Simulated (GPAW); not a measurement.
Wanted: an ASE script for a GPAW 26.7.0 run.

* Task: optical spectrum
* Functional: GLLB-SC
* Potentials or basis: the program's PAW data sets (release 1.2.1) made for this functional
* Cutoff: 500 eV
* Basis: pw
* k mesh: 6 × 6 × 6
* Occupations: fermi-dirac, width 0.001 eV
* Spin: no spin polarisation
* Kernel: RPA
* Eta: 0.1 eV
* Response ecut: 50 eV
* Scissors: 0 eV
* Maxiter: 150
* Response k mesh: 19 × 19 × 19
* Domega0: 0.05 eV
* Omega2: 10 eV
* Response bands: 26
* Directions: ["x"]
* Intraband: no

PbSe (Clausthalite):

```xyz
2
Lattice="0.0000 3.1009 3.1009 3.1009 0.0000 3.1009 3.1009 3.1009 0.0000" Properties=species:S:1:pos:R:3 pbc="T T T"
Pb    0.0000    0.0000    0.0000
Se    3.1009    3.1009    3.1009
```

The cell isn't the ideal one: volume scaled by 1.04.

One way to write it, as run:

run.py

```python
from ase import Atoms
from ase.dft.bandgap import bandgap
from ase.io import write
from gpaw import GPAW, PW
from gpaw.response.df import DielectricFunction

atoms = Atoms(['Pb', 'Se'],
              cell=[[0.0, 3.1009263293, 3.1009263293],
                    [3.1009263293, 0.0, 3.1009263293],
                    [3.1009263293, 3.1009263293, 0.0]],
              scaled_positions=[[0.0, 0.0, 0.0],
                                [0.5, 0.5, 0.5]],
              pbc=True)

calc = GPAW(mode=PW(500),
            xc='GLLBSC',
            kpts={'size': (6, 6, 6), 'gamma': True},
            occupations={'name': 'fermi-dirac', 'width': 0.001},
            nbands=19,
            convergence={'density': 1e-06},
            maxiter=150,
            txt='gpaw.txt')
atoms.calc = calc
energy = atoms.get_potential_energy()
calc.write('gs.gpw')
write('result.traj', atoms)
print('Fermi level:', round(calc.get_fermi_level(), 4), 'eV')
print(f'Gap: {bandgap(calc)[0]:.4f} eV, direct: {bandgap(calc, direct=True)[0]:.4f} eV')

dense = calc.fixed_density(kpts={'size': (19, 19, 19), 'gamma': True},
                           nbands=32, convergence={'bands': 26},
                           update_fermi_level=True, txt='dense.txt')
dense.write('dense.gpw', mode='all')

df = DielectricFunction('dense.gpw', frequencies={'type': 'nonlinear', 'domega0': 0.05, 'omega2': 10},
                        eta=0.1, ecut=50, nbands=26, intraband=False, txt='df.txt')
for direction in ['x']:
    df.get_dielectric_function(xc='RPA', direction=direction, filename=f'df_{direction}.csv')
    e0, e = df.get_macroscopic_dielectric_constant(xc='RPA', direction=direction)
    print(f'{direction}: static eps {e0:.4f} without, {e:.4f} with local fields')
```

Potentials or basis: the program's PAW data sets (release 1.2.1) made for this functional, pw.

Command:

```sh
$ OMP_NUM_THREADS=1 python run.py
```

Results of the run:

```yaml
Band_gap_on_the_k_mesh_Kohn-Sham_part_alone: 0.73 eV, direct
```

Caveat: a model potential gives levels but no total energy; with so narrow a direct gap the onset needs a denser k mesh; the long-wavelength limit can be off by a per cent or two; response on these states lacks terms of the Hamiltonian; independent-particle spectra lack excitons; spin-orbit coupling is left out, which as a rule narrows the gap of such compounds by several tenths of an eV; an odd mesh through Γ misses points on the zone boundary, where band edges often lie.

Wall time 4.6 min on 1 thread of Arm Neoverse V1, on a shared host, peak memory 0.57 GiB.
